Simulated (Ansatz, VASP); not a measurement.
## Te: VASP beside Ansatz

The input INCAR:

```
PREC = Accurate ; ENCUT = 520
EDIFF = 1E-6 ; ISMEAR = -1
SIGMA = 0.05 ; LREAL = False
LASPH = True ; NELM = 60
ALGO = Normal ; ISIF = 2
LWAVE = False ; LCHARG = False
NBANDS = 16
```

KPOINTS

```
Automatic mesh
0
Gamma
  7 7 5
```

Contents of POSCAR:

```
Te
1.0
    4.5413555111      0.0000000000      0.0000000000
   -2.2706777555      3.9329292402      0.0000000000
    0.0000000000      0.0000000000      6.0401863600
Te
3
Direct
    0.7310000000      0.7310000000      0.0000000000
    0.0000000000      0.2690000000      0.6666666667
    0.2690000000      0.0000000000      0.3333333333
```

The input input.yaml:

```yaml
crystal:
  lattice:
    - [4.5413555111, 0.0, 0.0]
    - [-2.2706777555, 3.9329292402, 0.0]
    - [0.0, 0.0, 6.04018636]
  atoms:
    - { symbol: Te, position: [0.731, 0.731, 0.0] }
    - { symbol: Te, position: [0.0, 0.269, 0.6666666667] }
    - { symbol: Te, position: [0.269, 0.0, 0.3333333333] }
kpoints:
  mp_grid: { grid: [7, 7, 5] }
scf:
  occupations: { method: fermi_dirac, width: 0.05 }
hamiltonian:
  xc: lda
  pseudopotentials: { kind: all_electron, lapw: { basis_error: 0.002 } }
output:
  forces: true
  stress: true
  eigenvalues: true
```

Change from the starting cell: volume scaled by 1.06.

Alike in both runs: task single point; functional LDA; k mesh 7 × 7 × 5; occupations fermi-dirac, width 0.05 eV; no spin polarisation.

|  | VASP | Ansatz |
| --- | --- | --- |
| version | VASP 6.6.1 | Ansatz 0.2.0 |
| potentials or method | VASP PAW LDA potentials, release 64 (Te) | all-electron LAPW, scalar-relativistic |
| plane-wave cutoff (eV) | 520 | see its input |

Ansatz gave:

- gap on the k mesh at the Fermi level (eV): 0.59
- least direct gap on the mesh (eV): 0.72
- pressure (GPa): -4.2
- largest component of the traceless stress (GPa): 0.72
- rms of the force components (eV/Å): 0.126

Which values does VASP return?

gap on the k mesh at the Fermi level (eV): 0.58; least direct gap on the mesh (eV): 0.71; pressure (GPa): -4.2; largest component of the traceless stress (GPa): 0.68; rms of the force components (eV/Å): 0.112.

Atom by atom the forces differ by 0.013 eV/Å (rms over components). Ansatz ran all-electron here, so the differences hold the error of VASP's frozen core and of both bases.

Caveats: spin-orbit coupling is left out, which moves the levels of the heavy elements; an odd mesh through Γ misses points on the zone boundary, where band edges often lie.
